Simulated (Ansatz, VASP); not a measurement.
# AlN: VASP beside Ansatz

Wanted: the spread between two codes on one cell, functional and k mesh. The cell is taken from a series of VASP runs on this material, whose earlier steps may have relaxed, scaled or displaced it; both programs get it as it stands.

Calculated with Ansatz 0.2.0; plane waves, with VASP 6.6.1 beside it; band structure at PBE0.

## Step 1: The starting structure

It takes space group P6_3mc (No. 186, hexagonal). The conventional cell has a = 3.111 Å, b = 3.111 Å, c = 4.978 Å, α = 90.00°, β = 90.00°, γ = 120.00°. Al has 4 N at 1.89 to 1.92 Å nearest. N has 4 Al at 1.89 to 1.92 Å nearest. Farther neighbours and most contacts between anions are not listed.

## Step 2: VASP: band structure, PBE0

The same path points are solved in both programs, so levels can be compared one by one.

Lines of VASP's logs that name or quote its potential files are left out, and so is its time.

The run reads the wave functions of an earlier VASP run, which isn't shown here.

INCAR

```
SYSTEM = AlN
PREC = Accurate
ENCUT = 460
EDIFF = 1E-06
NELM = 100
ISMEAR = 0
SIGMA = 0.03
LREAL = .FALSE.
ALGO = Normal
LHFCALC = .TRUE.
AEXX = 0.25
GGA = PE
LASPH = .TRUE.
NBANDS = 14
PRECFOCK = Fast
HFRCUT = -1
LORBIT = 11
LWAVE = .FALSE.
LCHARG = .FALSE.
KPAR = 4
```

POSCAR

```
AlN
1.0
    3.1110000000      0.0000000000      0.0000000000
   -1.5555000000      2.6942050312      0.0000000000
    0.0000000000      0.0000000000      4.9780000000
Al N
2 2
Direct
    0.6666666667      0.3333333333      0.5000000000
    0.3333333333      0.6666666667      0.0000000000
    0.6666666667      0.3333333333      0.8850000000
    0.3333333333      0.6666666667      0.3850000000
```

KPOINTS

```
Automatic mesh
0
Gamma
5 5 3
0 0 0
```

KPOINTS_OPT

```
Line mode
10
Line-mode
Reciprocal
  0.00000000   0.00000000   0.00000000 GAMMA
  0.50000000   0.00000000   0.00000000 M

  0.50000000   0.00000000   0.00000000 M
  0.33333333   0.33333333   0.00000000 K

  0.33333333   0.33333333   0.00000000 K
  0.00000000   0.00000000   0.00000000 GAMMA

  0.00000000   0.00000000   0.00000000 GAMMA
  0.00000000   0.00000000   0.50000000 A

  0.00000000   0.00000000   0.50000000 A
  0.50000000   0.00000000   0.50000000 L

  0.50000000   0.00000000   0.50000000 L
  0.33333333   0.33333333   0.50000000 H

  0.33333333   0.33333333   0.50000000 H
  0.00000000   0.00000000   0.50000000 A

  0.50000000   0.00000000   0.50000000 L
  0.50000000   0.00000000   0.00000000 M

  0.33333333   0.33333333   0.00000000 K
  0.33333333   0.33333333   0.50000000 H
```

The projector-augmented-wave data sets are Al and N (PBE family, release 64).

Started as:

```console
mpirun -np 4 vasp_std
```

Numbers of over 12 decimals in the logs are rounded to 6 here.

Output:

```text
[banner, memory and clock lines left out]
running    4 mpi-ranks, on    1 nodes
 distrk:  each k-point on    1 cores,    4 groups
 distr:  one band on    1 cores,    1 groups

 POSCAR found type information on POSCAR AlN
 POSCAR found :  2 types and       4 ions
 LDA part: xc-table for (Slater+PW92), standard interpolation
 found WAVECAR, reading the header
 POSCAR, INCAR and KPOINTS ok, starting setup
 FFT: planning ... GRIDC
 FFT: planning ... GRID_SOFT
 FFT: planning ... GRID
 HFRCUT set to (new)   9.073734
 reading WAVECAR
 the WAVECAR file was read successfully
 initial charge from wavefunction
 entering main loop
       N       E                     dE             d eps       ncg     rms          rms(c)
DAV:   1    -0.367178969072E+02   -0.36718E+02   -0.14811E+00   378   0.896E+00    0.131E+01
DAV:   2    -0.367287597156E+02   -0.10863E-01   -0.42434E-02   362   0.175E+00    0.937E+00
DAV:   3    -0.367237041175E+02    0.50556E-02   -0.73827E-03   346   0.647E-01    0.582E+00
DAV:   4    -0.367232656204E+02    0.43850E-03   -0.14567E-03   352   0.271E-01    0.351E+00
DAV:   5    -0.367229709152E+02    0.29471E-03   -0.66158E-05   358   0.723E-02    0.209E+00
DAV:   6    -0.367228548460E+02    0.11607E-03   -0.61302E-05   340   0.681E-02    0.122E+00
DAV:   7    -0.367228212766E+02    0.33569E-04   -0.13234E-05   364   0.326E-02    0.707E-01
DAV:   8    -0.367228092994E+02    0.11977E-04   -0.24584E-06   300   0.141E-02    0.410E-01
DAV:   9    -0.367228055578E+02    0.37416E-05   -0.12400E-06   218   0.971E-03    0.238E-01
DAV:  10    -0.367228045701E+02    0.98770E-06   -0.50415E-07   224   0.616E-03
   1 F= -.36722805E+02 E0= -.36722805E+02  d E =-.114042E-25
 Start KPOINTS_OPT (optional k-point list driver)
k-point batch [1-10\90]
       N       E                     dE             ncg
DAV:   1     0.723173609625E+03   -0.21285E+04      280
DAV:   2    -0.378901652542E+02   -0.76106E+03      356
DAV:   3    -0.105411238053E+03   -0.67521E+02      352
DAV:   4    -0.106406692839E+03   -0.99545E+00      364
DAV:   5    -0.106418567959E+03   -0.11875E-01      374
DAV:   6    -0.106418752661E+03   -0.18470E-03      360
DAV:   7    -0.106418757120E+03   -0.44590E-05      316
DAV:   8    -0.106418757266E+03   -0.14510E-06      260
[...]
k-point batch [81-90\90]
       N       E                     dE             ncg
DAV:   1     0.455356200801E+03   -0.60197E+04      280
DAV:   2    -0.160651476478E+03   -0.61601E+03      356
DAV:   3    -0.204362846147E+03   -0.43711E+02      376
DAV:   4    -0.205069084038E+03   -0.70624E+00      394
DAV:   5    -0.205077245701E+03   -0.81617E-02      370
DAV:   6    -0.205077422609E+03   -0.17691E-03      364
DAV:   7    -0.205077426808E+03   -0.41992E-05      316
DAV:   8    -0.205077426942E+03   -0.13397E-06      260
```

Parts of OUTCAR (step 2):

```text
ion  position               nearest neighbor table
   1  0.667  0.333  0.500-   4 1.89   4 1.89   4 1.89   3 1.92   2 3.07   2 3.07   2 3.07   2 3.07
                             2 3.07   2 3.07
   2  0.333  0.667  0.000-   3 1.89   3 1.89   3 1.89   4 1.92   1 3.07   1 3.07   1 3.07   1 3.07
                             1 3.07   1 3.07
   3  0.667  0.333  0.885-   2 1.89   2 1.89   2 1.89   1 1.92
   4  0.333  0.667  0.385-   1 1.89   1 1.89   1 1.89   2 1.92

  LATTYP: Found a hexagonal cell.
 ALAT       =     3.1110000000
 C/A-ratio  =     1.6001285760

 Subroutine GETGRP returns: Found 12 space group operations
 (whereof  6 operations were pure point group operations)

The static configuration has the point symmetry C_3v.
 The point group associated with its full space group is C_6v.

 Found     10 irreducible k-points:

   k-points           NKPTS =     10   k-points in BZ     NKDIM =     75   number of bands    NBANDS=     14

   dimension x,y,z NGX =    24 NGY =   24 NGZ =   36
   dimension x,y,z NGXF=    48 NGYF=   48 NGZF=   72

   ENCUT  =  460.0 eV  33.81 Ry    5.81 a.u.   5.44  5.44  8.71*2*pi/ulx,y,z

   NELECT =      16.0000    total number of electrons

 k-points in reciprocal lattice and weights: Automatic mesh
   0.00000000  0.00000000  0.00000000       0.013
   0.20000000  0.00000000  0.00000000       0.080
   0.40000000 -0.00000000  0.00000000       0.080
   0.20000000  0.20000000  0.00000000       0.080
   0.40000000  0.20000000  0.00000000       0.080
   0.00000000  0.00000000  0.33333333       0.027
   0.20000000  0.00000000  0.33333333       0.160
   0.40000000 -0.00000000  0.33333333       0.160
   0.20000000  0.20000000  0.33333333       0.160
   0.40000000  0.20000000  0.33333333       0.160

  exchange ACFDT corr.  =         0.00000000  see jH, gK, PRB 81, 115126

 average (electrostatic) potential at core
       1 -67.2860       2 -67.2860       3 -54.4168       4 -54.4168

 E-fermi :   5.1500

 k-point     1 :       0.0000    0.0000    0.0000
  band No.  band energies     occupation
    ...
      4       3.8721      2.00000
      5       3.8721      2.00000
      6       4.6043      2.00000
      7       4.6043      2.00000
      8       4.9350      2.00000
      9      11.1809      0.00000
     10      13.7740      0.00000
     11      18.1735      0.00000
     12      18.4057      0.00000
     13      18.4057      0.00000
    ...

 k-point     2 :       0.2000    0.0000    0.0000
  band No.  band energies     occupation
    ...
      4       1.8576      2.00000
      5       2.8242      2.00000
      6       3.3103      2.00000
      7       4.4672      2.00000
      8       4.6402      2.00000
      9      12.8676      0.00000
     10      14.9744      0.00000
     11      15.9626      0.00000
     12      17.0255      0.00000
     13      19.2557      0.00000
    ...

 k-point     3 :       0.4000   -0.0000    0.0000
  band No.  band energies     occupation
    ...
      4       0.5964      2.00000
      5       0.7206      2.00000
      6       2.6310      2.00000
      7       3.4923      2.00000
      8       4.1298      2.00000
      9      13.0095      0.00000
     10      13.1817      0.00000
     11      15.2954      0.00000
     12      17.6802      0.00000
     13      18.3540      0.00000
    ...

  energy-cutoff  :      460.00
  volume of cell :       41.72
      direct lattice vectors                 reciprocal lattice vectors
     3.111000000  0.000000000  0.000000000     0.321440051  0.185583500  0.000000000
    -1.555500000  2.694205031  0.000000000     0.000000000  0.371167000  0.000000000
     0.000000000  0.000000000  4.978000000     0.000000000  0.000000000  0.200883889

 POSITION                                       TOTAL-FORCE (eV/Angst)
 -----------------------------------------------------------------------------------
      1.55550      0.89807      2.48900        -0.000000      0.000000      0.186026
     -0.00000      1.79614      0.00000         0.000000     -0.000000      0.186026
      1.55550      0.89807      4.40553        -0.000000      0.000000     -0.186026
     -0.00000      1.79614      1.91653         0.000000     -0.000000     -0.186026
 -----------------------------------------------------------------------------------
    total drift:                                0.000000      0.000000      0.000868

  FREE ENERGIE OF THE ION-ELECTRON SYSTEM (eV)
  ---------------------------------------------------
  free  energy   TOTEN  =       -36.7228045701 eV

  energy  without entropy=      -36.7228045701  energy(sigma->0) =      -36.72280457

 total charge
# of ion       s       p       d       tot
------------------------------------------
    1        0.422   0.456   0.000   0.877
    2        0.422   0.456   0.000   0.877
    3        1.226   2.642   0.000   3.868
    4        1.226   2.642   0.000   3.868
--------------------------------------------------
tot          3.296   6.195   0.000   9.491

[... 3 further parts left out ...]
```

(Continued in part 2 of 2.)

[Lines on the potential files, build, host, timing and source positions are cut from VASP's logs without a mark.]

[Logs are printed without paths, hosts, clocks, repeated set-up lines and the standing remarks that a program may print on its own settings, such as how far it seeks lower states.]

[Hosts, paths, dates, database ids (printed as entryN), source tags and the programs' standing remarks are cut or masked in the printed files.]
